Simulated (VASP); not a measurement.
# Cl (I4/mmm) in VASP: a series of runs

Runs on Cl. Level: r2SCAN. Tasks: single point, relaxation of cell and atoms.

Program: VASP 6.6.1. These are calculated values, not measurements. Logs are shortened: lines on timing, memory, paths and dates and some standing lists are left out, and cuts for length are marked.

## Step 1: Starting point

Symmetry: I4/mmm, No. 139, tetragonal system. Conventional cell: a = 2.614 Å, b = 2.614 Å, c = 6.759 Å, α = 90.00°, β = 90.00°, γ = 90.00°. Cl (site symmetry 4/mmm) has 4 Cl at 2.61 Å as nearest neighbours.

The cell was built by a generator and needn't be a form met in nature.

## Step 2: Single point, r2SCAN

Contents of POSCAR:

```
Cl
1.0
   -1.3070230088      1.3070230088      3.3796727322
    1.3070230088     -1.3070230088      3.3796727322
    1.3070230088      1.3070230088     -3.3796727322
Cl
1
Direct
    0.0000000000      0.0000000000      0.0000000000
```

Contents of INCAR.step1:

```
  ALGO = Normal
  EDIFF = 1E-4
  ENCUT = 520
  GGA = PE
  ISMEAR = 0
  LASPH = T
  LCHARG = F
  LREAL = F
  LWAVE = T
  NBANDS = 10
  NELM = 100
  PREC = Accurate
  SIGMA = 0.1
```

Contents of INCAR.step2:

```
  ALGO = Normal
  EDIFF = 1E-6
  ENCUT = 520
  ISIF = 2
  ISMEAR = 0
  ISTART = 1
  LASPH = T
  LCHARG = T
  LELF = T
  LMIXTAU = T
  LREAL = F
  LVHAR = T
  LWAVE = F
  METAGGA = R2SCAN
  NBANDS = 10
  NELM = 100
  PREC = Accurate
  SIGMA = 0.1
```

Contents of KPOINTS:

```
k-points
0
Gamma
  8 8 8
```

Potentials or basis: VASP PAW PBE potentials, release 64 (Cl).

Launch:

```bash
$ cat potpaw_PBE.64/Cl/POTCAR > POTCAR
$ cp INCAR.step1 INCAR
$ mpirun -np 1 vasp_std > vasp.out
$ cp INCAR.step2 INCAR
$ mpirun -np 1 vasp_std > vasp.out
```

OUTCAR:

```text
EDIFF = 1E-6
   ENCUT = 520
   ISIF = 2
   ISMEAR = 0
   ISTART = 1
   LASPH = T
   LREAL = F
   METAGGA = R2SCAN
   NELM = 100
   PREC = Accurate

 ion  position               nearest neighbor table
   1  0.000  0.000  0.000-

  LATTYP: Found a body centered tetragonal cell.
 ALAT       =     2.6140460176
 C/A-ratio  =     2.5857790639

  Lattice vectors:

 A1 = (  -1.3070230088,   1.3070230088,   3.3796727322)
 A2 = (   1.3070230088,  -1.3070230088,   3.3796727322)
 A3 = (   1.3070230088,   1.3070230088,  -3.3796727322)

Analysis of symmetry for initial positions (statically):
=====================================================================
 Subroutine PRICEL returns:
 Original cell was already a primitive cell.

 Routine SETGRP: Setting up the symmetry group for a
 body centered tetragonal supercell.

 Subroutine GETGRP returns: Found 16 space group operations
 (whereof 16 operations were pure point group operations)
 out of a pool of 16 trial point group operations.

The static configuration has the point symmetry D_4h.

Analysis of symmetry for dynamics (positions and initial velocities):
=====================================================================
 Subroutine PRICEL returns:
 Original cell was already a primitive cell.

 Routine SETGRP: Setting up the symmetry group for a
 body centered tetragonal supercell.

 Subroutine GETGRP returns: Found 16 space group operations
 (whereof 16 operations were pure point group operations)
 out of a pool of 16 trial point group operations.

The dynamic configuration has the point symmetry D_4h.

 Subroutine INISYM returns: Found 16 space group operations
 (whereof 16 operations are pure point group operations),
 and found     1 'primitive' translations

----------------------------------------------------------------------------------------

                                     Primitive cell

  volume of cell :      23.0941

  direct lattice vectors                    reciprocal lattice vectors
    -1.307023009  1.307023009  3.379672732     0.000000000  0.382548736  0.147943319
     1.307023009 -1.307023009  3.379672732     0.382548736  0.000000000  0.147943319
     1.307023009  1.307023009 -3.379672732     0.382548736  0.382548736  0.000000000

  length of vectors
     3.852117089  3.852117089  3.852117089     0.410159434  0.410159434  0.541005611

  position of ions in fractional coordinates (direct lattice)
     0.000000000  0.000000000  0.000000000

  ion indices of the primitive-cell ions
[... 74 lines left out ...]
   EDIFF  = 0.1E-05   stopping-criterion for ELM
   LREAL  =      F    real-space projection
[... 7 lines left out ...]
   TEBEG  =    0.0;   TEEND  =   0.0 temperature during run
   PSTRESS=    0.0 pullay stress
   NELECT =       7.0000    total number of electrons
   NUPDOWN=      -1.0000    fix difference up-down
   EMIN   =  10.00;   EMAX   =-10.00  energy-range for DOS
   EFERMI =   0.00;   METHOD = LEGACY
   ISMEAR =     0;   SIGMA  =   0.10  broadening in eV -4-tet -1-fermi 0-gaus
   EFERMI_NEDOS =   21; number of points for ismear=-14 and -15
   IALGO  =     38    algorithm
   IMIX   =      4    mixing-type and parameters
     AMIX     =   0.40;   BMIX     =  1.00
     AMIX_MAG =   1.60;   BMIX_MAG =  1.00
  volume/ion in A,a.u.               =      23.09       155.85
  Fermi-wavevector in a.u.,A,eV,Ry     =   1.099699  2.078130 16.454039  1.209338
  Thomas-Fermi vector in A             =   2.236098
   LORBIT       =      0    0 simple, 1 ext, 2 COOP (PROOUT), +10 PAW based schemes
   METAGGA = R2SCAN    functional components
   LHFCALC =     F    Hartree Fock is set to
   AEXX    =    0.0000 exact exchange contribution
   IVDW    =     0    specifies the selected vdW correction
   LEPSILON=     F    determine dielectric tensor
   LRPA    =     F    only Hartree local field effects (RPA)
 non-spin polarized calculation
 Gauss-broadening in eV      SIGMA  =   0.10
  energy-cutoff  :      520.00
  volume of cell :       23.09
 maximum number of plane-waves:       640
 NGX is ok and might be reduce to    30

 number of electron       7.0000000 magnetization

 Free energy of the ion-electron system (eV)
  ---------------------------------------------------
  ext. energy  EPLUGINS =         0.00000000
  ---------------------------------------------------
  free energy    TOTEN  =        -5.65205206 eV

  energy without entropy =       -5.64613274  energy(sigma->0) =       -5.64909240

 E-fermi :   1.4505     XC(G=0):  -9.4375

 val. band max:        1.4286550751   @ k =  -0.2500  -0.3750   0.1250
 cond. band min:       1.4760717438   @ k =   0.2500   0.1250   0.0000
 fundamental gap:      0.0474166686
 Fermi energy:         1.4504765277

 k-point     1 :       0.0000    0.0000    0.0000
  band No.  band energies     occupation
      1     -15.8950      2.00000
      2      -1.2596      2.00000
      3       2.4103      0.00000
      4       2.4103      0.00000
      5       8.5159      0.00000
      6      12.8935      0.00000
      7      14.4055      0.00000
      8      19.9877      0.00000
      9      19.9877      0.00000
     10      21.9851      0.00000
[... 287 lines left out ...]
 k-point    24 :       0.3750    0.1250    0.1250
  band No.  band energies     occupation
      1     -12.9681      2.00000
      2      -4.1824      2.00000
      3      -0.3184      2.00000
      4      -0.0663      2.00000
      5      10.7508      0.00000
      6      11.9002      0.00000
      7      15.8307      0.00000
      8      18.3528      0.00000
      9      21.0648      0.00000
     10      21.7828      0.00000

 [... further k-points ...]

------------------------ aborting loop because EDIFF is reached ----------------------------------------

  FORCE on cell =-STRESS in cart. coord.  units (eV):
  Direction    XX          YY          ZZ          XY          YZ          ZX
  --------------------------------------------------------------------------------------
  -------------------------------------------------------------------------------------
  Total       -0.0317731     -0.0317731      0.0317642      0.0000000      0.0000000      0.0000000
  in kB       -2.2042922     -2.2042922      2.2036775      0.0000000      0.0000000      0.0000000
  external PRESSURE =      -0.7349689 kB  Pullay stress =       0.0000000 kB

 VOLUME and BASIS-vectors are now :
 -----------------------------------------------------------------------------
  energy-cutoff  :      520.00
  volume of cell :       23.09
      direct lattice vectors                 reciprocal lattice vectors
    -1.307023009  1.307023009  3.379672732     0.000000000  0.382548736  0.147943319
     1.307023009 -1.307023009  3.379672732     0.382548736  0.000000000  0.147943319
     1.307023009  1.307023009 -3.379672732     0.382548736  0.382548736  0.000000000

 POSITION                                       TOTAL-FORCE (eV/Angst)
 -----------------------------------------------------------------------------------
      0.00000      0.00000      0.00000         0.000000      0.000000     -0.000000
 -----------------------------------------------------------------------------------
    total drift:                               -0.000000      0.000000      0.000000

  FREE ENERGIE OF THE ION-ELECTRON SYSTEM (eV)
  ---------------------------------------------------
  free  energy   TOTEN  =        -5.6520520600 eV

  energy  without entropy=       -5.6461327429  energy(sigma->0) =       -5.64909240
```

OUTCAR.step1:

```text
EDIFF = 1E-4
   ENCUT = 520
   GGA = PE
   ISMEAR = 0
   LASPH = T
[... 530 lines left out ...]

 POSITION                                       TOTAL-FORCE (eV/Angst)
 -----------------------------------------------------------------------------------
      0.00000      0.00000      0.00000        -0.000000      0.000000     -0.000000
 -----------------------------------------------------------------------------------
    total drift:                               -0.000000      0.000000     -0.000000

  FREE ENERGIE OF THE ION-ELECTRON SYSTEM (eV)
  ---------------------------------------------------
  free  energy   TOTEN  =        -1.4026814082 eV

  energy  without entropy=       -1.3966512049  energy(sigma->0) =       -1.39966631
```

OSZICAR.step1:

```text
N       E                     dE             d eps       ncg     rms          rms(c)
DAV:   1     0.206400948480E+02    0.20640E+02   -0.29394E+03  1180   0.529E+02
DAV:   2    -0.660010617314E+00   -0.21300E+02   -0.20390E+02  1514   0.101E+02
DAV:   3    -0.144897284158E+01   -0.78896E+00   -0.78562E+00  1486   0.181E+01
DAV:   4    -0.145235807569E+01   -0.33852E-02   -0.33839E-02  1512   0.142E+00
DAV:   5    -0.145237514937E+01   -0.17074E-04   -0.17073E-04  1452   0.907E-02    0.655E+00
DAV:   6    -0.141670495699E+01    0.35670E-01   -0.22871E-02  1354   0.902E-01    0.396E+00
DAV:   7    -0.140269075447E+01    0.14014E-01   -0.43975E-02  1338   0.128E+00    0.199E-01
DAV:   8    -0.140267801009E+01    0.12744E-04   -0.21731E-03  1310   0.317E-01    0.443E-02
DAV:   9    -0.140268140820E+01   -0.33981E-05   -0.22976E-05   852   0.371E-02
   1 F= -.14026814E+01 E0= -.13996663E+01  d E =-.603020E-02
```

It took 37 s on 1 thread of Intel Xeon 6975P-C (Granite Rapids), shared host; peak memory 0.16 GiB.

Results:

- Free energy: -5.6521 eV
- Pressure: -0.1 GPa
- Band gap on the k mesh: none (metal or under the smearing width)

Stress tensor (GPa, compression positive):
```
-0.22  0.00  0.00
 0.00 -0.22  0.00
 0.00  0.00  0.22
```

Levels at points of the mesh, in eV from the Fermi level:
| k point | band 1 | band 2 | band 3 | band 4 | band 5 | band 6 | band 7 |
| --- | --- | --- | --- | --- | --- | --- | --- |
| (0.00, 0.00, 0.00) | -17.35 | -2.71 | 0.96 | 0.96 | 7.07 | 11.44 | 12.96 |
| (0.50, 0.00, 0.00) | -15.23 | -6.35 | -2.13 | 1.87 | 8.05 | 14.21 | 15.20 |
| (0.50, 0.50, 0.00) | -13.30 | -4.84 | -4.59 | -0.78 | 7.07 | 10.36 | 14.36 |
| (0.50, 0.50, 0.50) | -17.06 | -4.84 | 0.83 | 0.83 | 11.01 | 12.05 | 13.21 |

Caveat: the k mesh is coarse (spacing up to 0.42 Å⁻¹), so the values aren't converged; the PAW data sets were made with another functional, which shifts forces and pressure a little; an odd number of electrons without spin polarisation forces a metal; a magnetic or distorted state may lie lower.

## Step 3: Relaxation of cell and atoms, r2SCAN

This run uses another cell than the first one, of 29.60 Å³/atom, 1.282 times its volume.

Contents of POSCAR:

```
Cl
1.0
   -1.6942895205      1.6942895205      2.5776143402
    1.6942895205     -1.6942895205      2.5776143402
    1.6942895205      1.6942895205     -2.5776143402
Cl
1
Direct
    0.0000000000      0.0000000000      0.0000000000
```

Contents of INCAR.step1:

```
SYSTEM = Cl
ALGO = Normal
EDIFF = 1E-4
ENCUT = 600
GGA = PE
ISMEAR = 0
LASPH = .True.
LCHARG = .False.
LREAL = .False.
LWAVE = .True.
NELM = 100
PREC = Accurate
SIGMA = 0.1
```

Contents of INCAR.step2:

```
SYSTEM = Cl
ALGO = Normal
EDIFF = 1E-7
EDIFFG = -0.04
ENCUT = 600
IBRION = 2
ISIF = 3
ISMEAR = 0
ISTART = 1
LASPH = .True.
LCHARG = .False.
LMIXTAU = .True.
LREAL = .False.
LWAVE = .False.
METAGGA = R2SCAN
NELM = 100
NSW = 90
PREC = Accurate
SIGMA = 0.1
```

Contents of KPOINTS:

```
k-points
0
Gamma
  8 8 8
  0 0 0
```

Potentials or basis: VASP PAW PBE potentials, release 64 (Cl).

Launch:

```bash
$ cat potpaw_PBE.64/Cl/POTCAR > POTCAR
$ cp INCAR.step1 INCAR
$ mpirun -np 1 vasp_std > vasp.out
$ cp INCAR.step2 INCAR
$ mpirun -np 1 vasp_std > vasp.out
```

Run time: 8.8 min. Hardware: 1 thread of Intel Xeon 6975P-C (Granite Rapids), shared host; peak memory 0.17 GiB.

It converged, with:

```
Free energy                            : -5.6515 eV
Relaxed volume                         : 23.36 Å³/atom
Relaxed cell                           : a = 3.887 Å, b = 3.887 Å, c = 3.887 Å, α = 140.70°, β = 140.70°, γ = 56.79°
Space group after relaxing (to 0.05 Å) : I4/mmm (No. 139)
Energy gained by relaxing              : 682.5 meV/atom
Ionic steps                            : 23
Pressure after relaxing                : -0.1 GPa
Band gap on the k mesh                 : none (metal or under the smearing width)
```

Stress tensor (GPa, compression positive):
```
-0.14  0.00  0.00
 0.00 -0.14  0.00
 0.00  0.00  0.02
```

Step by step:
| step | energy change (eV) | largest force (eV/Å) | pressure (GPa) | volume (Å³) |
| --- | --- | --- | --- | --- |
| 1 | 0.0000 | 0.0000 | -5.26 | 29.60 |
| 2 | -0.1348 | 0.0000 | -4.79 | 25.62 |
| 3 | -0.0666 | 0.0000 | 19.36 | 15.82 |
| 4 | -0.2298 | 0.0000 | -2.30 | 22.09 |
| 5 | -0.2480 | 0.0000 | 2.23 | 19.59 |
| 6 | -0.2498 | 0.0000 | 0.64 | 20.27 |
| 7 | -0.3260 | 0.0000 | 1.67 | 19.57 |
| 8 | -0.4947 | 0.0000 | 13.99 | 17.11 |
| 9 | -0.5036 | 0.0000 | 7.68 | 17.91 |
| 10 | -0.5112 | 0.0000 | 10.79 | 17.47 |
| 11 | -0.5276 | 0.0000 | 11.17 | 17.55 |
| 12 | -0.5392 | 0.0000 | 12.51 | 17.70 |
| 13 | -0.5699 | 0.0000 | 10.45 | 18.15 |
| 14 | -0.6350 | 0.0000 | 5.35 | 19.55 |
| 15 | -0.6733 | 0.0000 | -1.00 | 22.54 |
| 16 | -0.6737 | 0.0000 | -0.65 | 22.30 |
| 17 | -0.6738 | 0.0000 | -0.50 | 22.20 |
| 18 | -0.6758 | 0.0000 | -0.37 | 22.27 |
| 19 | -0.6800 | 0.0000 | 0.05 | 22.47 |
| 20 | -0.6807 | 0.0000 | 1.06 | 22.85 |
| 21 | -0.6816 | 0.0000 | 0.62 | 22.70 |
| 22 | -0.6822 | 0.0000 | 0.31 | 22.98 |
| 23 | -0.6825 | 0.0000 | -0.08 | 23.36 |

Final structure:
```
Cl
1.0
    -1.30690    1.30690    3.41906
     1.30690   -1.30690    3.41906
     1.30690    1.30690   -3.41906
Cl
1
Direct
  0.00000 0.00000 0.00000
```

Levels at points of the mesh, in eV from the Fermi level:
```csv
k point,band 1,band 2,band 3,band 4,band 5,band 6,band 7
"(0.00, 0.00, 0.00)",-17.34,-2.77,0.95,0.95,6.97,11.43,12.93
"(0.50, 0.00, 0.00)",-15.23,-6.35,-2.13,1.87,8.05,14.20,15.05
"(0.50, 0.50, 0.00)",-13.30,-4.83,-4.60,-0.77,7.07,10.41,14.24
"(0.50, 0.50, 0.50)",-17.07,-4.79,0.84,0.84,11.03,12.09,12.97
```

Caveat: the volume moved by over 15 % at a fixed basis, so the end points are rough; the PAW data sets were made with another functional, which shifts forces and pressure a little; an odd number of electrons without spin polarisation forces a metal; a magnetic or distorted state may lie lower.

## Step 4: Single point, r2SCAN

This run uses another cell than the first one: it holds 3 atoms, not 1.

Contents of POSCAR:

```
Cl
1.0
    4.4517808549      0.0000000000      0.0000000000
   -2.2258904275      3.8553553124      0.0000000000
    0.0000000000      0.0000000000      4.0005920559
Cl
3
Direct
    0.0000000000      0.0000000000      0.0000000000
    0.3333333333      0.6666666667      0.5000000000
    0.6666666667      0.3333333333      0.5000000000
```

Contents of INCAR.step1:

```
SYSTEM = Cl
  ALGO = Normal
  EDIFF = 1E-4
  ENCUT = 520
  GGA = PE
  ISMEAR = 0
  LASPH = .TRUE.
  LCHARG = .FALSE.
  LREAL = .FALSE.
  LWAVE = .TRUE.
  NBANDS = 18
  NELM = 100
  PREC = Accurate
  SIGMA = 0.1
```

Contents of INCAR.step2:

```
SYSTEM = Cl
  ALGO = Normal
  EDIFF = 1E-7
  ENCUT = 520
  ISIF = 2
  ISMEAR = 0
  ISTART = 1
  LASPH = .TRUE.
  LCHARG = .TRUE.
  LELF = .TRUE.
  LMIXTAU = .TRUE.
  LREAL = .FALSE.
  LVHAR = .TRUE.
  LWAVE = .FALSE.
  METAGGA = R2SCAN
  NBANDS = 18
  NELM = 100
  PREC = Accurate
  SIGMA = 0.1
```

Contents of KPOINTS:

```
k-points
0
G
  12 12 12
  0 0 0
```

Launch:

```bash
$ cat potpaw_PBE.64/Cl/POTCAR > POTCAR
$ cp INCAR.step1 INCAR
$ mpirun -np 1 vasp_std > vasp.out
$ cp INCAR.step2 INCAR
$ mpirun -np 1 vasp_std > vasp.out
```

It took 4.3 min on 1 thread of Intel Xeon 6975P-C (Granite Rapids), shared host; peak memory 0.26 GiB.

The run converged. Its results:

| Item | Value |
| --- | --- |
| Free energy | -15.9692 eV |
| Pressure | -0.2 GPa |
| Band gap on the k mesh | none (metal or under the smearing width) |

Stress tensor (GPa, compression positive):
```
-0.19  0.00  0.00
 0.00 -0.19  0.00
 0.00  0.00 -0.09
```

Levels at points of the mesh, in eV from the Fermi level:
```
           k point  band 9  band 10  band 11  band 12  band 13  band 14
(0.00, 0.00, 0.00)   -0.56     0.00     0.71     0.71     7.59     9.85
(0.50, 0.00, 0.00)   -0.55    -0.51    -0.23     0.69     9.02    10.13
(0.00, 0.00, 0.50)   -0.88    -0.88    -0.62    -0.62     9.51     9.51
(0.50, 0.00, 0.50)   -0.54    -0.46     0.24     0.75    10.91    11.24
```

Caveat: the PAW data sets were made with another functional, which shifts forces and pressure a little; an odd number of electrons without spin polarisation forces a metal; a magnetic or distorted state may lie lower.

## Step 5: Summary

| task | cell | k mesh | cutoff (eV) | mesh quality | gap on the mesh (eV) | pressure (GPa) |
| --- | --- | --- | --- | --- | --- | --- |
| single point | I4/mmm, 23.09 Å³/atom | 8 × 8 × 8 | 520 | coarse | none | -0.1 |
| relaxation of cell and atoms | relaxed | 8 × 8 × 8 | 600 | not flagged | none | -0.1 |
| single point | P6/mmm, 22.89 Å³/atom | 12 × 12 × 12 | 520 | not flagged | none | -0.2 |

Alike in all rows: level r2SCAN; potentials or basis VASP PAW PBE potentials, release 64 (Cl); no spin polarisation; smearing gaussian 0.1 eV.

Caveats: some runs use coarse meshes; the PAW data sets were made with another functional, which shifts forces and pressure a little; an odd number of electrons without spin polarisation forces a metal; a magnetic or distorted state may lie lower; the volume moved by over 15 % at a fixed basis, so the end points are rough (some runs).

Absolute energies hang on the potentials; compare differences alone.
